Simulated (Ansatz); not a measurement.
The system is CoO.

```
Co O
1.0
     1.50547    0.86918    2.43993
    -1.50547    0.86918    2.43993
     0.00000   -1.73837    2.43993
Co O
1 1
Direct
  0.00000 0.00000 0.00000
  0.50000 0.50000 0.50000
```

The cell is a database's computed one.

```yaml
Program: Ansatz 0.2.0
Task: relaxation of cell and atoms
Functional: LDA
Potentials_or_basis: Ansatz PAW
Cutoff: "420 eV (not typed: the program's choice for these potentials)"
k_mesh: 11 × 11 × 11
Occupations: fermi-dirac, width 0.05 eV
Spin: collinear spin, ferromagnetic start
Starting_moments: "[2.0, 0.0] μB"
```

At the start: volume 9.58 Å³/atom.

**Question.** Where does the relaxation end?

**Answer.** It ends after 16 steps and the volume is 8.40 Å³/atom (-12.3 %); space group R-3m (No. 166, to 0.05 Å); moment 2.18 μB per cell.

The path:
```tsv
step	energy change (eV)	largest force (eV/Å)	volume (Å³)
1	0.0000	0.0000	19.16
2	-0.0914	0.0000	18.19
3	-0.1473	0.0000	16.82
4	-0.1476	0.0000	17.04
5	-0.1484	0.0000	17.03
6	-0.1548	0.0000	16.94
7	-0.1562	0.0000	16.99
8	-0.1586	0.0000	16.95
9	-0.1602	0.0000	16.87
10	-0.1601	0.0000	16.87
11	-0.1532	0.0000	16.87
12	-0.1539	0.0000	16.80
13	-0.1539	0.0000	16.81
14	-0.1535	0.0000	16.81
15	-0.1535	0.0000	16.80
16	-0.1535	0.0000	16.80
```

Final structure:
```xyz
2
Lattice="1.4951 0.8632 2.1699 -1.4951 0.8632 2.1699 0.0000 -1.7263 2.1699" Properties=species:S:1:pos:R:3 pbc="T T T"
Co    0.0000    0.0000    0.0000
O     0.0000    0.0000    3.2549
```

Caveat: the plane-wave basis is chosen anew once the cell has moved, so the energies of steps on either side of that aren't comparable; the pressure holds a Pulay correction of +1.1 GPa for the finite cutoff; a cell with one magnetic atom can't hold antiferromagnetic order, which such compounds often take; the PAW data sets come from PBE, with cores solved anew for the run's functional, which leaves a small shift of forces and pressure.
